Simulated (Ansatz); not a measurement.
Structure types of Lu at a series of pressures

All-electron LAPW in Ansatz 0.2.0 under PBE, scalar-relativistic, energies extrapolated to zero smearing, no spin–orbit coupling; spin polarisation is left out. At each pressure a set of structure types was relaxed with symmetry kept. The table gives H = E + pV above the lowest type of that row in meV/atom (up to 5 of noise); a dash means not tried or turned into another type. Real phases may be missing from the set. k spacings are near 0.17 to 0.21 Å⁻¹, smearing 0.05 to 0.1 eV.

Among hcp, fcc, dhcp, bcc, simple hexagonal, sc, which leads at -0.54, 27, 51 GPa?

hcp at -0.54 GPa; dhcp at 27 GPa; dhcp at 51 GPa.

```tsv
p (GPa)	V of the lowest (Å³/atom)	hcp	fcc	dhcp	bcc	simple hexagonal	sc
-0.54	29.50	0	42	21	139	484	–
27	20.48	29	16	0	193	–	1096
51	17.61	46	16	0	199	627	1132
```
